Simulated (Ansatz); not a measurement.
# Selenium, diamond under PBE: structure, energy and stiffness

Aim: take selenium in the diamond structure, relax it, solve it on a dense k-mesh, switch on spin-orbit coupling, then scale the cell to 7 volumes from 88 to 112 % of the relaxed one and try a fit of the equation of state. The k-meshes are 9×9×9 for the relaxation; 14×14×14 for the dense run; 9×9×9 for spin-orbit coupling; 10×10×10 for the volumes.

Method: DFT PBE, plane waves (420 eV) with PAW, scalar-relativistic, in Ansatz 0.2.0.

## Step 1: The starting structure

It takes space group Fd-3m (No. 227, cubic). The conventional cell has a = 6.176 Å, b = 6.176 Å, c = 6.176 Å, α = 90.00°, β = 90.00°, γ = 90.00°. Around Se (site symmetry -43m) lie 4 Se at 2.67 Å.

Structure file:

```
CELL_PARAMETERS angstrom
0.00000 3.08783 3.08783
3.08783 0.00000 3.08783
3.08783 3.08783 0.00000
ATOMIC_POSITIONS crystal
Se 0.12500 0.12500 0.12500
Se 0.87500 0.87500 0.87500
```

## Step 2: Relaxation of the cell

Input file input.yaml:

```yaml
crystal:
  lattice:
    - [0.0, 3.0878327507, 3.0878327507]
    - [3.0878327507, 0.0, 3.0878327507]
    - [3.0878327507, 3.0878327507, 0.0]
  atoms:
    - { symbol: Se, position: [0.125, 0.125, 0.125] }
    - { symbol: Se, position: [0.875, 0.875, 0.875] }
hamiltonian:
  xc: pbe
  pseudopotentials:
    kind: paw
    azcp:
      Se: "pseudopotentials/Se.paw.azcp"
basis:
  ecutwfc: 420
  fft_grid_basis: typed
kpoints:
  mp_grid: { grid: [9, 9, 9], shift: [0, 0, 0] }
magnetization:
  spin_polarized: false
scf:
  occupations: { method: fermi_dirac, width: 0.1 }
relax:
  max_steps: 60
  f_tol: 0.01
  cell: {}
output:
  write_density: true
  write_potential: true
  elf: true
  volumetric_format: npy
```

On the command line:

```sh
$ ansatz run input.yaml --threads 1 --pin off --max-ram 3584MiB --backend cpu --events-out ev --progress --plain --runs-dir out
```

The runs that follow: Dense single point; A two-component run at the same geometry; Equation of state: 88 %; Equation of state: 92 %; Equation of state: 96 %; Equation of state: 100 %; Equation of state: 104 %; Equation of state: 108 %; Equation of state: 112 %.

What does the calculation give? Wanted: space group; conventional cell; volume; shortest distance; gap on the mesh; relative to trigonal; highest ELF outside the cores; V₀, B₀, B₀′.

**Answer**, as computed:

| quantity | value |
| --- | --- |
| space group (spins left aside) | Fd-3m (No. 227) |
| conventional cell | a = 6.334 Å |
| volume | 31.766 Å³/atom |
| shortest distance | 2.743 Å |
| gap on the mesh | none (levels filled in part) |
| relative to trigonal (grey) selenium | +509 meV/atom |
| highest ELF outside the cores | 0.79, 0.82 Å from the nearest atom |
| V₀, B₀, B₀′ | 31.729 Å³/atom, 39 GPa, 4.2 |

In words: From the guessed start the volume grew by 7.9 % in 5 steps. Against the reference form of selenium (trigonal (grey) selenium, computed apart with the same settings) it stands 509 meV/atom higher, so it is far from stable. Levels at the Fermi energy are filled in part, as in a metal. Totals with and without spin-orbit coupling (-0.17 eV/atom apart) can't be read as binding, since the two-component data shift the zero of energy. The fitted modulus is 39 GPa. The symmetry was held, so the structure may be unstable against distortions that break it.
